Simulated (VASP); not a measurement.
# BN (P6_3mc) in VASP: a series of runs

The runs below take BN through single point, relaxation of cell and atoms, with LDA.

Program: VASP 6.6.1. These are calculated values, not measurements. Logs are shortened: lines on timing, memory, paths and dates and some standing lists are left out, and cuts for length are marked.

## (1) The crystal as given

It takes space group P6_3mc (No. 186, hexagonal). The conventional cell has a = 2.523 Å, b = 2.523 Å, c = 4.174 Å, α = 90.00°, β = 90.00°, γ = 120.00°. B (site symmetry 3m) has 4 N at 1.55 to 1.56 Å as nearest neighbours. Around N (site symmetry 3m) lie 4 B at 1.55 to 1.56 Å.

Measurements of this composition are mostly on another form, of space group No. 194.

## (2) Single point, LDA

INCAR reads:

```
PREC     = Accurate       # precision mode
ENCUT    = 520            # plane-wave cutoff, eV
EDIFF    = 1E-6           # SCF threshold, eV
ISMEAR   = 0              # smearing method
SIGMA    = 0.02           # smearing width, eV
LREAL    = F              # projectors in reciprocal space
LASPH    = T              # aspherical terms in the spheres
NELM     = 100            # most SCF steps
ALGO     = Normal         # electronic algorithm
ISIF     = 2              # what is computed and relaxed
LWAVE    = F              # write WAVECAR
LCHARG   = F              # write CHGCAR
GGA      = CA             # functional
NBANDS   = 16             # bands
```

KPOINTS reads:

```
regular mesh
0
Gamma
  12 12 6
```

POSCAR reads:

```
BN
1.0
    2.5226838119      0.0000000000      0.0000000000
   -1.2613419059      2.1847082668      0.0000000000
    0.0000000000      0.0000000000      4.1743408214
B N
2 2
Direct
    0.3333333333      0.6666666667     -0.0002028335
    0.6666666667      0.3333333333      0.4997971665
    0.3333333333      0.6666666667      0.3742028335
    0.6666666667      0.3333333333      0.8742028335
```

Potentials or basis: VASP PAW LDA potentials, release 64 (B, N).

Run with:

```
cat potpaw_LDA.64/B/POTCAR potpaw_LDA.64/N/POTCAR > POTCAR
mpirun -np 1 vasp_std > vasp.out
```

OUTCAR:

```text
PREC = Accurate
   ENCUT = 520
   EDIFF = 1E-6
   ISMEAR = 0
   LREAL = F
   LASPH = T
   NELM = 100
   ISIF = 2
   GGA = CA

 ion  position               nearest neighbor table
   1  0.333  0.667  1.000-   4 1.55   4 1.55   4 1.55   3 1.56
   2  0.667  0.333  0.500-   3 1.55   3 1.55   3 1.55   4 1.56
   3  0.333  0.667  0.374-   2 1.55   2 1.55   2 1.55   1 1.56
   4  0.667  0.333  0.874-   1 1.55   1 1.55   1 1.55   2 1.56

  LATTYP: Found a hexagonal cell.
 ALAT       =     2.5226838119
 C/A-ratio  =     1.6547221660

  Lattice vectors:

 A1 = (   2.5226838119,   0.0000000000,   0.0000000000)
 A2 = (  -1.2613419059,   2.1847082668,   0.0000000000)
 A3 = (   0.0000000000,   0.0000000000,   4.1743408214)

Analysis of symmetry for initial positions (statically):
=====================================================================
 Subroutine PRICEL returns:
 Original cell was already a primitive cell.

 Routine SETGRP: Setting up the symmetry group for a
 hexagonal supercell.

 Subroutine GETGRP returns: Found 12 space group operations
 (whereof  6 operations were pure point group operations)
 out of a pool of 24 trial point group operations.

The static configuration has the point symmetry C_3v.
 The point group associated with its full space group is C_6v.

Analysis of symmetry for dynamics (positions and initial velocities):
=====================================================================
 Subroutine PRICEL returns:
 Original cell was already a primitive cell.

 Routine SETGRP: Setting up the symmetry group for a
 hexagonal supercell.

 Subroutine GETGRP returns: Found 12 space group operations
 (whereof  6 operations were pure point group operations)
 out of a pool of 24 trial point group operations.

The dynamic configuration has the point symmetry C_3v.
 The point group associated with its full space group is C_6v.

 Subroutine INISYM returns: Found 12 space group operations
 (whereof  6 operations are pure point group operations),
 and found     1 'primitive' translations

----------------------------------------------------------------------------------------

                                     Primitive cell

  volume of cell :      23.0062

  direct lattice vectors                    reciprocal lattice vectors
     2.522683812  0.000000000  0.000000000     0.396403226  0.228863509  0.000000000
    -1.261341906  2.184708267  0.000000000     0.000000000  0.457727018  0.000000000
     0.000000000  0.000000000  4.174340821     0.000000000  0.000000000  0.239558781

  length of vectors
     2.522683812  2.522683812  4.174340821     0.457727018  0.457727018  0.239558781

  position of ions in fractional coordinates (direct lattice)
     0.333333333  0.666666667  0.999797167
     0.666666667  0.333333333  0.499797167
     0.333333333  0.666666667  0.374202833
     0.666666667  0.333333333  0.874202833

  ion indices of the primitive-cell ions
   primitive index   ion index
                 1           1
                 2           2
                 3           3
                 4           4

----------------------------------------------------------------------------------------

 KPOINTS: regular mesh

Automatic generation of k-mesh.
 Grid dimensions read from file:
 generate k-points for:   12   12    6

 Generating k-lattice:

  Cartesian coordinates                     Fractional coordinates (reciprocal lattice)
     0.033033602  0.019071959  0.000000000     0.083333333 -0.000000000  0.000000000
     0.000000000  0.038143918  0.000000000     0.000000000  0.083333333  0.000000000
     0.000000000  0.000000000  0.039926464     0.000000000  0.000000000  0.166666667

  Length of vectors
     0.038143918  0.038143918  0.039926464

  Shift w.r.t. Gamma in fractional coordinates (k-lattice)
     0.000000000  0.000000000  0.000000000

 Subroutine IBZKPT returns following result:
 ===========================================

 Found     76 irreducible k-points:

 Following reciprocal coordinates:
            Coordinates               Weight
  0.000000  0.000000  0.000000      1.000000
  0.083333 -0.000000  0.000000      6.000000
  0.166667  0.000000  0.000000      6.000000
  0.250000 -0.000000  0.000000      6.000000
  0.333333 -0.000000  0.000000      6.000000
  0.416667  0.000000  0.000000      6.000000
[... 16 lines left out ...]
  0.250000 -0.000000  0.166667     12.000000
  0.333333 -0.000000  0.166667     12.000000
 [... further k-points ...]
   k-points           NKPTS =     76   k-points in BZ     NKDIM =     76   number of bands    NBANDS=     16
   number of dos      NEDOS =    301   number of ions     NIONS =      4
   total plane-waves  NPLWV =  12800
   dimension x,y,z NGX =    20 NGY =   20 NGZ =   32
   dimension x,y,z NGXF=    40 NGYF=   40 NGZF=   64
   ions per type =               2   2
   NGX,Y,Z   is equivalent  to a cutoff of  13.18, 13.18, 12.74 a.u.
   NGXF,Y,Z  is equivalent  to a cutoff of  26.36, 26.36, 25.49 a.u.
 SYSTEM =  unknown system
   PREC   = accura    normal or accurate (medium, high low for compatibility)
   ISTART =      0    job   : 0-new  1-cont  2-samecut
   ICHARG =      2    charge: 1-file 2-atom 10-const
   ISPIN  =      1    spin polarized calculation?
   LNONCOLLINEAR =      F non collinear calculations
   LSORBIT =      F    spin-orbit coupling
   LASPH  =      T    aspherical Exc in radial PAW
   ENCUT  =  520.0 eV  38.22 Ry    6.18 a.u.   4.69  4.69  7.76*2*pi/ulx,y,z
   NELM   =    100;   NELMIN=  2; NELMDL= -5     # of ELM steps
   EDIFF  = 0.1E-05   stopping-criterion for ELM
   LREAL  =      F    real-space projection
   EDIFFG = 0.1E-04   stopping-criterion for IOM
   NSW    =      0    number of steps for IOM
   IBRION =     -1    ionic relax: 0-MD 1-quasi-New 2-CG
   NFREE  =      0    steps in history (QN), initial steepest desc. (CG)
   ISIF   =      2    stress and relaxation
   ISYM   =      2    0-nonsym 1-usesym 2-fastsym
   POTIM  = 0.5000    time-step for ionic-motion
   TEBEG  =    0.0;   TEEND  =   0.0 temperature during run
   PSTRESS=    0.0 pullay stress
   NELECT =      16.0000    total number of electrons
   NUPDOWN=      -1.0000    fix difference up-down
   EMIN   =  10.00;   EMAX   =-10.00  energy-range for DOS
   EFERMI =   0.00;   METHOD = LEGACY
   ISMEAR =     0;   SIGMA  =   0.02  broadening in eV -4-tet -1-fermi 0-gaus
   EFERMI_NEDOS =   21; number of points for ismear=-14 and -15
   IALGO  =     38    algorithm
   IMIX   =      4    mixing-type and parameters
     AMIX     =   0.40;   BMIX     =  1.00
     AMIX_MAG =   1.60;   BMIX_MAG =  1.00
  volume/ion in A,a.u.               =       5.75        38.81
  Fermi-wavevector in a.u.,A,eV,Ry     =   1.450441  2.740936 28.623656  2.103779
  Thomas-Fermi vector in A             =   2.568053
   LORBIT       =      0    0 simple, 1 ext, 2 COOP (PROOUT), +10 PAW based schemes
   GGA     = CA    functional components
   LHFCALC =     F    Hartree Fock is set to
   AEXX    =    0.0000 exact exchange contribution
   IVDW    =     0    specifies the selected vdW correction
   LEPSILON=     F    determine dielectric tensor
   LRPA    =     F    only Hartree local field effects (RPA)
 non-spin polarized calculation
 Gauss-broadening in eV      SIGMA  =   0.02
  energy-cutoff  :      520.00
  volume of cell :       23.01
 maximum number of plane-waves:       640
 NGX is ok and might be reduce to    20
   NGX =  9   NGY =  9   NGZ = 15

 number of electron      16.0000001 magnetization

 Free energy of the ion-electron system (eV)
  ---------------------------------------------------
  ext. energy  EPLUGINS =         0.00000000
  ---------------------------------------------------
  free energy    TOTEN  =       -38.75541662 eV

  energy without entropy =      -38.75541662  energy(sigma->0) =      -38.75541662

 E-fermi :   8.0341     XC(G=0): -13.2247

 val. band max:        7.8929349016   @ k =   0.0000   0.0000   0.0000
 cond. band min:      12.7962360196   @ k =   0.3333   0.3333   0.0000
 fundamental gap:      4.9033011180
 Fermi energy:         8.0340729893

 k-point     1 :       0.0000    0.0000    0.0000
  band No.  band energies     occupation
      1     -12.6676      2.00000
      2      -8.3279      2.00000
      3      -3.3155      2.00000
      4       5.7035      2.00000
      5       5.7035      2.00000
      6       7.5968      2.00000
[... 8 lines left out ...]
     15      19.8593      0.00000
     16      24.2048      0.00000

 k-point     2 :       0.0833   -0.0000    0.0000
  band No.  band energies     occupation
      1     -12.5126      2.00000
      2      -8.2074      2.00000
      3      -3.1630      2.00000
      4       5.0063      2.00000
      5       5.4095      2.00000
      6       7.3191      2.00000
[... 8 lines left out ...]
     15      20.3114      0.00000
     16      23.9644      0.00000

 k-point     3 :       0.1667    0.0000    0.0000
  band No.  band energies     occupation
      1     -12.0520      2.00000
      2      -7.8619      2.00000
      3      -2.7113      2.00000
      4       3.3205      2.00000
      5       4.7219      2.00000
      6       5.9029      2.00000
[... 8 lines left out ...]
     15      21.4851      0.00000
     16      23.2566      0.00000

 k-point     4 :       0.2500   -0.0000    0.0000
  band No.  band energies     occupation
      1     -11.3016      2.00000
      2      -7.3537      2.00000
      3      -1.9820      2.00000
      4       1.3125      2.00000
      5       3.9551      2.00000
      6       4.1179      2.00000
[... 8 lines left out ...]
     15      22.9995      0.00000
     16      23.5100      0.00000

 k-point     5 :       0.3333   -0.0000    0.0000
  band No.  band energies     occupation
      1     -10.2996      2.00000
      2      -6.8571      2.00000
      3      -1.0713      2.00000
      4      -0.4447      2.00000
      5       2.3181      2.00000
      6       3.3113      2.00000
[... 8 lines left out ...]
     15      23.9777      0.00000
     16      24.4611      0.00000

 k-point     6 :       0.4167    0.0000    0.0000
  band No.  band energies     occupation
      1      -9.1526      2.00000
      2      -6.7727      2.00000
      3      -1.6000      2.00000
      4       0.0336      2.00000
      5       0.8453      2.00000
      6       2.8939      2.00000
[... 8 lines left out ...]
     15      24.1573      0.00000
     16      25.5107      0.00000
[... 267 lines left out ...]
 k-point    21 :       0.0833   -0.0000    0.1667
  band No.  band energies     occupation
      1     -12.3431      2.00000
      2      -8.8141      2.00000
      3      -2.2631      2.00000
      4       5.1331      2.00000
      5       5.5353      2.00000
      6       6.5285      2.00000
[... 8 lines left out ...]
     15      19.9910      0.00000
     16      23.6678      0.00000

 k-point    22 :       0.1667    0.0000    0.1667
  band No.  band energies     occupation
      1     -11.8848      2.00000
      2      -8.4383      2.00000
      3      -1.8648      2.00000
      4       3.4669      2.00000
      5       4.8572      2.00000
      6       5.4604      2.00000
[... 8 lines left out ...]
     15      21.1610      0.00000
     16      23.3140      0.00000

 k-point    23 :       0.2500   -0.0000    0.1667
  band No.  band energies     occupation
      1     -11.1392      2.00000
      2      -7.8678      2.00000
      3      -1.2813      2.00000
      4       1.5283      2.00000
      5       3.6736      2.00000
      6       4.0979      2.00000
[... 8 lines left out ...]
     15      22.6551      0.00000
     16      23.6116      0.00000

 k-point    24 :       0.3333   -0.0000    0.1667
  band No.  band energies     occupation
      1     -10.1468      2.00000
      2      -7.2477      2.00000
      3      -1.1261      2.00000
      4       0.3549      2.00000
      5       1.8506      2.00000
      6       3.4589      2.00000
[... 8 lines left out ...]
     15      24.0685      0.00000
     16      24.4441      0.00000

 [... further k-points ...]

------------------------ aborting loop because EDIFF is reached ----------------------------------------

  FORCE on cell =-STRESS in cart. coord.  units (eV):
  Direction    XX          YY          ZZ          XY          YZ          ZX
  --------------------------------------------------------------------------------------
  -------------------------------------------------------------------------------------
  Total        0.1769298      0.1769298      0.1719659      0.0000000      0.0000000      0.0000000
  in kB       12.3216109     12.3216109     11.9759172      0.0000000      0.0000000      0.0000000
  external PRESSURE =      12.2063797 kB  Pullay stress =       0.0000000 kB

 VOLUME and BASIS-vectors are now :
 -----------------------------------------------------------------------------
  energy-cutoff  :      520.00
  volume of cell :       23.01
      direct lattice vectors                 reciprocal lattice vectors
     2.522683812  0.000000000  0.000000000     0.396403226  0.228863509  0.000000000
    -1.261341906  2.184708267  0.000000000     0.000000000  0.457727018  0.000000000
     0.000000000  0.000000000  4.174340821     0.000000000  0.000000000  0.239558781

 POSITION                                       TOTAL-FORCE (eV/Angst)
 -----------------------------------------------------------------------------------
     -0.00000      1.45647      4.17349        -0.000000      0.000000      0.003246
      1.26134      0.72824      2.08632         0.000000     -0.000000      0.003246
     -0.00000      1.45647      1.56205         0.000000     -0.000000     -0.003246
      1.26134      0.72824      3.64922        -0.000000     -0.000000     -0.003246
 -----------------------------------------------------------------------------------
    total drift:                               -0.000000      0.000000     -0.000537

  FREE ENERGIE OF THE ION-ELECTRON SYSTEM (eV)
  ---------------------------------------------------
  free  energy   TOTEN  =       -38.7554166216 eV

  energy  without entropy=      -38.7554166216  energy(sigma->0) =      -38.75541662
```

Wall time 9 s (1 thread of Intel Xeon 6975P-C (Granite Rapids), shared host); peak memory 0.13 GiB.

What came out:

| Item | Value |
| --- | --- |
| Free energy | -38.7554 eV |
| Pressure | 1.2 GPa |
| Largest force | 0.003 eV/Å |
| Band gap on the k mesh | 4.90 eV, indirect (least direct gap 8.28 eV) |

Forces on the atoms (eV/Å):
```
B    0.000  0.000  0.003
B    0.000  0.000  0.003
N    0.000  0.000 -0.003
N    0.000  0.000 -0.003
```

## (3) Relaxation of cell and atoms, LDA

INCAR reads:

```
SYSTEM = BN
PREC = Accurate ; ENCUT = 600
EDIFF = 1E-6 ; ISMEAR = 0
SIGMA = 0.02 ; LREAL = .False.
LASPH = .True. ; NELM = 100
ALGO = Fast ; ISIF = 3
LWAVE = .False. ; LCHARG = .False.
GGA = CA ; IBRION = 2
NSW = 100 ; EDIFFG = -0.002
```

KPOINTS reads:

```
Automatic mesh
0
Gamma
  12 12 6
  0 0 0
```

POSCAR reads:

```
BN
1.0
    2.5231052616      0.0000000000      0.0000000000
   -1.2615526308      2.1850732530      0.0000000000
    0.0000000000      0.0000000000      4.1752672234
B N
2 2
Direct
    0.3333333333      0.6666666667     -0.0001461616
    0.6666666667      0.3333333333      0.4998538384
    0.3333333333      0.6666666667      0.3741461616
    0.6666666667      0.3333333333      0.8741461616
```

Potentials or basis: VASP PAW LDA potentials, release 64 (B, N).

Run with:

```
cat potpaw_LDA.64/B/POTCAR potpaw_LDA.64/N/POTCAR > POTCAR
mpirun -np 1 vasp_std > vasp.out
```

Wall time 18 s (1 thread of Intel Xeon 6975P-C (Granite Rapids), shared host); peak memory 0.13 GiB.

The run converged. Its results:

```yaml
Free_energy: -38.7606 eV
Relaxed_volume: 5.77 Å³/atom
Relaxed_cell: a = 2.525 Å, b = 2.525 Å, c = 4.178 Å, α = 90.00°, β = 90.00°, γ = 120.00°
Space_group_after_relaxing_to_0.05_Å: P6_3mc (No. 186)
Energy_gained_by_relaxing: 0.0 meV/atom
Ionic_steps: 3
Pressure_after_relaxing: 0.0 GPa
Band_gap_on_the_k_mesh: 4.91 eV, indirect (least direct gap 8.27 eV)
```

The path:
```
step  energy change (eV)  largest force (eV/Å)  pressure (GPa)  volume (Å³)
   1              0.0000                0.0092            0.76        23.02
   2              0.0000                0.0094           -0.83        23.11
   3             -0.0001                0.0003           -0.01        23.06
```

Final structure:
```yaml
crystal:
  lattice:
    - [2.52470, 0.00000, 0.00000]
    - [-1.26235, 2.18646, 0.00000]
    - [0.00000, 0.00000, 4.17767]
  atoms:
    - { symbol: B, position: [0.33333, 0.66667, 0.99980] }
    - { symbol: B, position: [0.66667, 0.33333, 0.49980] }
    - { symbol: N, position: [0.33333, 0.66667, 0.37420] }
    - { symbol: N, position: [0.66667, 0.33333, 0.87420] }
```

Levels at points of the mesh, in eV from the valence-band top:
```csv
k point,band 5,band 6,band 7,band 8,band 9,band 10,band 11,band 12
"(0.00, 0.00, 0.00)",-2.18,-0.30,0.00,0.00,8.33,8.33,8.62,9.91
"(0.50, 0.00, 0.00)",-7.04,-5.13,-4.59,-2.17,6.70,7.88,10.59,11.63
"(0.00, 0.00, 0.50)",-1.21,-1.21,-1.21,-1.21,9.68,9.68,9.92,9.92
"(0.50, 0.00, 0.50)",-3.88,-3.88,-3.67,-3.67,6.57,6.57,10.13,10.13
```

A k mesh can miss the band edges. A hybrid or GW would open this gap; LDA tends to underestimate it.

## (4) Single point, LDA (polar distortion scaled by 1.00)

INCAR reads:

```
PREC = Accurate
ENCUT = 520
EDIFF = 1E-6
ISMEAR = 0
SIGMA = 0.01
LREAL = False
LASPH = True
NELM = 100
ALGO = Normal
ISIF = 2
LWAVE = False
LCHARG = False
NBANDS = 16
```

KPOINTS reads:

```
Automatic mesh
0
Gamma
  12 12 6
```

POSCAR reads:

```
BN
1.0
    2.5226838119      0.0000000000      0.0000000000
   -1.2613419059      2.1847082668      0.0000000000
    0.0000000000      0.0000000000      4.1743408214
B N
2 2
Direct
    0.3333333333      0.6666666667     -0.0002028335
    0.6666666667      0.3333333333      0.4997971665
    0.3333333333      0.6666666667      0.3742028335
    0.6666666667      0.3333333333      0.8742028335
```

Run with:

```
cat potpaw_LDA.64/B/POTCAR potpaw_LDA.64/N/POTCAR > POTCAR
mpirun -np 1 vasp_std > vasp.out
```

It took 8.5 s on 1 thread of Intel Xeon 6975P-C (Granite Rapids), shared host; peak memory 0.13 GiB.

Results (log left out):

* Free energy: -38.7554 eV
* Pressure: 1.2 GPa
* Largest force: 0.003 eV/Å
* Band gap on the k mesh: 4.90 eV, indirect (least direct gap 8.28 eV)

Forces on the atoms (eV/Å):
```
B    0.000  0.000  0.003
B    0.000  0.000  0.003
N    0.000  0.000 -0.003
N    0.000  0.000 -0.003
```

Levels at points of the mesh, in eV from the valence-band top:
| k point | band 4 | band 5 | band 6 | band 7 | band 8 | band 9 | band 10 | band 11 | band 12 | band 13 |
| --- | --- | --- | --- | --- | --- | --- | --- | --- | --- | --- |
| (0.00, 0.00, 0.00) | -2.19 | -2.19 | -0.30 | 0.00 | 0.00 | 8.34 | 8.34 | 8.63 | 9.94 | 11.24 |
| (0.50, 0.00, 0.00) | -7.94 | -7.06 | -5.14 | -4.60 | -2.18 | 6.71 | 7.88 | 10.60 | 11.66 | 13.16 |
| (0.00, 0.00, 0.50) | -5.82 | -1.21 | -1.21 | -1.21 | -1.21 | 9.71 | 9.71 | 9.94 | 9.94 | 9.94 |
| (0.50, 0.00, 0.50) | -10.25 | -3.89 | -3.89 | -3.67 | -3.67 | 6.58 | 6.58 | 10.15 | 10.15 | 14.38 |

A k mesh can miss the band edges.

## (5) Summary

| task | cell | cutoff (eV) | smearing | gap on the mesh (eV) | pressure (GPa) |
| --- | --- | --- | --- | --- | --- |
| single point | as given | 520 | gaussian 0.02 eV | 4.90 | 1.2 |
| relaxation of cell and atoms | relaxed | 600 | gaussian 0.02 eV | 4.91 | 0.0 |
| single point | polar distortion scaled by 1.00 | 520 | gaussian 0.01 eV | 4.90 | 1.2 |

Alike in all rows: level LDA; potentials or basis VASP PAW LDA potentials, release 64 (B, N); no spin polarisation; k mesh 12 × 12 × 6.

Absolute energies hang on the potentials; compare differences alone.
